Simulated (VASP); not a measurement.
```yaml
crystal:
  lattice:
    - [4.40809, 0.00000, 0.00000]
    - [0.00000, 4.40809, 0.00000]
    - [0.00000, 0.00000, 3.05969]
  atoms:
    - { symbol: Ru, position: [0.50000, 0.50000, 0.50000] }
    - { symbol: Ru, position: [0.00000, 0.00000, 0.00000] }
    - { symbol: O, position: [0.80544, 0.19456, 0.50000] }
    - { symbol: O, position: [0.19456, 0.80544, 0.50000] }
    - { symbol: O, position: [0.30544, 0.30544, 0.00000] }
    - { symbol: O, position: [0.69456, 0.69456, 0.00000] }
```

Computed with PBE GGA, VASP's PBE PAW potentials (set 64) (plane waves; VASP 6.6.1). Numerical set-up: 400 eV cut-off, 9×9×13 Γ-centred mesh, first-order Methfessel-Paxton smearing of 0.050 eV, potentials Ru_pv O.

### Question
Give the energies of bands 17 to 30 at the high-symmetry points, in eV from the Fermi level.

### Answer

| band | Γ | X | M | Z | R | A |
|---|---|---|---|---|---|---|
| 17 | -4.47 | -5.81 | -4.89 | -5.27 | -4.72 | -5.07 |
| 18 | -4.47 | -5.81 | -4.89 | -5.27 | -4.72 | -5.07 |
| 19 | -2.98 | -4.57 | -3.69 | -5.10 | -4.57 | -3.96 |
| 20 | -2.53 | -4.57 | -3.69 | -5.10 | -4.57 | -3.96 |
| 21 | -2.53 | -2.82 | -3.11 | -3.45 | -3.11 | -2.68 |
| 22 | -1.97 | -2.82 | -3.11 | -3.45 | -3.11 | -2.68 |
| 23 | -1.67 | -0.52 | -1.51 | -0.67 | -1.82 | -0.58 |
| 24 | -1.53 | -0.52 | -1.51 | -0.67 | -1.82 | -0.58 |
| 25 | -1.44 | -0.29 | -1.39 | 0.01 | -0.60 | -0.54 |
| 26 | -1.44 | -0.29 | -1.39 | 0.01 | -0.60 | -0.54 |
| 27 | -0.93 | 0.41 | 0.89 | 0.95 | 1.23 | 0.22 |
| 28 | 1.82 | 0.41 | 0.89 | 0.95 | 1.23 | 0.22 |
| 29 | 1.92 | 4.28 | 3.94 | 3.40 | 2.27 | 3.36 |
| 30 | 4.91 | 4.29 | 3.94 | 3.40 | 2.27 | 3.36 |

It has no gap at this level: it comes out as a metal or semimetal.

The structure comes from a computed database's RuO2 entry; how it stands against other phases isn't given here. The cell was not relaxed at this level.
